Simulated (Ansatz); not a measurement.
input.yaml (Ansatz 0.2.0):

```yaml
crystal:
  lattice:
    - [0.0, 2.2514483994, 2.2514483994]
    - [2.2514483994, 0.0, 2.2514483994]
    - [2.2514483994, 2.2514483994, 0.0]
  atoms:
    - { symbol: Hf, position: [0.5, 0.5, 0.5] }
    - { symbol: "N", position: [0.0, 0.0, 0.0] }
basis:
  ecutwfc: 420
  ecutrho_ratio: 4
kpoints:
  mp_grid: { grid: [8, 8, 8] }
hamiltonian:
  xc: pbesol
scf:
  occupations: { method: gaussian, width: 0.05 }
output:
  forces: true
  stress: true
  eigenvalues: true
```

Launched as:
```sh
ansatz run input.yaml --threads 8 --pin off --max-ram 12288MiB --backend cpu --events-out ev --progress --plain --runs-dir out
```

The start was a prototype's sites filled with these elements; the Crystallography Open Database holds the compound in this structure.

The output:

```
Pseudopotentials: kind: paw
Pseudopotential: Hf, paw, valence charge 26, recommended cutoff 420 eV (normal), Hf.paw.azcp
Pseudopotential: N, paw, valence charge 5, recommended cutoff 420 eV (normal), N.paw.azcp
Crystal: 2 atoms, lattice volume = 22.825 Å³
Basis set: ecut = 420 eV, 459 PW (Γ), exchange–correlation on 48×48×48 points (8 copies of the dense FFT grid, shifted against one another)
Bands: 20, of which v1, the nominal top of the filled ones, is band 16 counted from 1 (15 counted from 0)
Symmetry: 48 space group operations
Space group: Fm-3m (ITA 225), of the structure as read, at distance tolerance 2.8e-5 Å
k-points: 29 of 512
Initial density: superposition of atomic densities (neutral atoms: chi_scale 0, normalization atom), corrected by the library's trained network
Initial wavefunctions: pseudopotential atomic-orbital guess
Functional: x = pbesol(κ = 0.804, μ = 0.12346), c = pbesol(β = 0.046)
```

SCF trace (energy estimate counted from the last row):
```tsv
iteration	ΔE (eV)	density residual (eV)
1	-3.4e-03	1.14e-2
2	-1.9e-04	7.72e-4
3	-2.9e-05	1.98e-5
4	0.000	5.44e-6
5	0.000	1.55e-8
6	0.000	2.09e-10
```

```
SCF 1 converged in 6 iterations: F = -15980.231966 eV  dr2 = 2.09e-10
SCF converged after 6 iterations
Free energy (F): -15980.231966 eV
E sigma→0 (E₀):  -15980.231258 eV
Entropy (-TS):   -0.001416 eV (-0.708 meV/atom)
Fermi energy:    23.939308 eV
--- Per-component energies (eV) ---
  E_band       = 186.022184
  E_kinetic    = 557.341710
  E_local      = -4696.068083  (includes V_loc(G=0)·N_el)
  E_nonlocal   = -1192.580016
  E_hartree    = 2230.500255
  E_xc         = -359.039065
  E_vxc        = -344.557228  (∫ρ·V_xc dr)
  E_paw        = -6929.691955  (= ΣΔE_a)
  E_vpaw       = 1400.885792  (= ΣTr[D̂ρ^β])
  E_aug_tail   = 0.000093  (compensation charges beyond the density's cutoff)
  E_ewald      = -5591.972681
  E_core_change = 1.279190  (= ΣΔE_core)
  E_smearing   = -0.001416  (= −TS)
--- Forces (eV/Å), atoms counted from 1 ---
  atom   1  Hf     0.00000000     0.00000000     0.00000000
  atom   2  N      0.00000000     0.00000000     0.00000000
--- Stress (GPa, compression-positive) ---
        0.017684       0.000000       0.000000
        0.000000       0.017684       0.000000
        0.000000       0.000000       0.017684
  P = ⅓ Tr σ = 0.0177 GPa (0.177 kbar)
```

In short (PBEsol): pressure 0.0 GPa, gap on the mesh zero (metallic).

It took roughly 3 core-seconds on a shared host.

Scalar-relativistic only: spin–orbit splittings of the heavy atoms' levels are missing. The cell is a metal with an odd number of electrons, and spin polarisation wasn't tried.
